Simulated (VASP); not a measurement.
# BaS: single point with PBE

Crystal: BaS.

```
CELL_PARAMETERS angstrom
0.00000 2.87244 2.87244
2.87244 0.00000 2.87244
2.87244 2.87244 0.00000
ATOMIC_POSITIONS crystal
Ba 0.00000 0.00000 0.00000
S 0.50000 0.50000 0.50000
```

The cell isn't the ideal one: O replaced by S, lengths x 1.083, strained and moved within the space group.

| Quantity | Value |
| --- | --- |
| Program | VASP 6.6.1 |
| Task | single point |
| Functional | PBE |
| Potentials or basis | VASP PAW PBE potentials, release 64 (Ba_sv, S) |
| Cutoff | 520 eV |
| k mesh | 6 × 6 × 6 |
| Occupations | gaussian, width 0.1 eV |
| Spin | no spin polarisation |

```yaml
Pressure: 31.7 GPa
Band_gap_on_the_k_mesh: 0.97 eV, direct
```

Levels at points of the mesh, in eV from the valence-band top:
```
           k point  band 5  band 6  band 7  band 8  band 9  band 10  band 11  band 12
(0.00, 0.00, 0.00)  -10.53   -0.25   -0.25   -0.25    3.37     3.37     3.37     4.69
(0.50, 0.00, 0.00)   -8.10   -2.99   -2.16   -2.16    6.33     6.37     7.22     7.22
(0.50, 0.50, 0.00)  -11.11   -0.04   -0.04    0.00    0.97     6.33     8.03     8.98
```

Wall time 11 s on 1 thread of Intel(R) Xeon(R) Platinum 8488C (Sapphire Rapids), on a shared host, peak memory 0.16 GiB.

Caveat: so large a pressure means that the cell lies far from this level's equilibrium, or that cutoff or potentials fall short; spin-orbit coupling is left out, which moves the levels of the heavy elements. A k mesh can miss the band edges.
